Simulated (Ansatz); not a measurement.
**Structures of PbO: which is lowest?**

Plane-wave DFT in Ansatz with scalar-relativistic PAW potentials, cutoff 420 eV, Γ-centred meshes chosen by cell and gap, Gaussian smearing with energies taken to zero width. Every cell was relaxed (cell and atoms) in a run of its own, within the symmetry of its start. Functional: PBEsol.

Relaxed structures (starts from databases or built by putting these elements on another compound's sites):
A. Fm-3m, 2 atoms in the computed cell, a = 5.177 Å; sites (symmetry × multiplicity) Pb m-3m × 4, O m-3m × 4; start: built
B. P4/nmm, 4 atoms in the computed cell, a = 3.988 Å, c = 5.077 Å; sites (symmetry × multiplicity) Pb 4mm × 2, O -4m2 × 2; start: database

Task: Rank them by energy. Could pressure change the order?

Result:
```tsv
structure	group	E − E(lowest) (meV/atom)	V (Å³/atom)	gap on mesh (eV)
B	P4/nmm	0.0	20.18	1.23
A	Fm-3m	176	17.35	0.53
```

B is lowest, 176 meV/atom under A. A is denser by 2.84 Å³/atom, so pressure favours it: ΔE/ΔV, with ΔE in eV and 1 eV/Å³ = 160.2 GPa, gives about 10 GPa for equal enthalpy if both cells were rigid, a rough figure since the two compress differently. Other structures may lie lower than all of these, and vibrations aren't counted.

Spin-orbit coupling is left out, which matters for the bands of heavy elements. For Tl, Pb and Bi spin-orbit coupling shifts energies too.